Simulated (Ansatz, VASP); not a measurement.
This is a calculation of Fe for Ansatz 0.2.0.

File input.yaml:

```yaml
crystal:
  lattice:
    - [-1.443, 1.443, 1.443]
    - [1.443, -1.443, 1.443]
    - [1.443, 1.443, -1.443]
  atoms:
    - { symbol: Fe, position: [0.0, 0.0, 0.0], spin: 3.0 }
hamiltonian:
  xc: r2scan
  pseudopotentials: { kind: paw }
magnetization:
  spin_polarized: true
kpoints:
  mp_grid: { grid: [13, 13, 13] }
scf:
  occupations: { method: fermi_dirac, width: 0.05 }
output:
  forces: true
  stress: true
  eigenvalues: true
```

Potentials or basis: Ansatz PAW.

The run is started by

```bash
$ ansatz run input.yaml --threads 1 --pin off --max-ram 3584MiB --backend cpu --events-out ev --progress --plain --runs-dir out
```

**Question.** Translate it to VASP 6.6.1. Potentials there: VASP PAW PBE potentials, release 64 (Fe).

**Answer.** As run (the cutoff follows the program's own potentials):

Contents of INCAR:

```
  ALGO = Normal
  EDIFF = 1E-6
  ENCUT = 520
  ISIF = 2
  ISMEAR = -1
  ISPIN = 2
  LASPH = T
  LCHARG = F
  LMAXMIX = 4
  LMIXTAU = T
  LORBIT = 11
  LREAL = F
  LWAVE = F
  MAGMOM = 3
  METAGGA = R2SCAN
  NELM = 120
  PREC = Accurate
  SIGMA = 0.05
```

Contents of KPOINTS:

```
k-points
0
Gamma
  13 13 13
```

POSCAR

```
Fe
1.0
   -1.4430000000      1.4430000000      1.4430000000
    1.4430000000     -1.4430000000      1.4430000000
    1.4430000000      1.4430000000     -1.4430000000
Fe
1
Direct
    0.0000000000      0.0000000000      0.0000000000
```

Potentials or basis: VASP PAW PBE potentials, release 64 (Fe).

Run with:

```sh
$ cat potpaw_PBE.64/Fe/POTCAR > POTCAR
$ mpirun -np 1 vasp_std > vasp.out
```

Both were run:

|  | VASP | Ansatz | Ansatz less VASP |
| --- | --- | --- | --- |
| gap on the k mesh at the Fermi level (eV) | none | none | - |
| pressure (GPa) | -4.3 | -4.0 | +0.30 |
| net moment per atom (μB) | 2.65 | 2.65 | +0.002 |
| size of the moment on the site where the two differ most (μB) | 2.73 | 2.82 | +0.087 |

Site moments also hang on the region over which each program counts them. A gap of «none» marks a metal or a gap that the smearing closes. With one functional, cell and mesh, what is left measures potentials, basis and numerics. The two sets of potentials don't hold the same shells in valence.

Caveats: the PAW data sets were made with another functional, which shifts forces and pressure a little (VASP); the magnetic or orbital state may not be the lowest (Ansatz); the PAW data sets come from PBE, with cores solved anew for the run's functional, which leaves a small shift of forces and pressure (Ansatz).
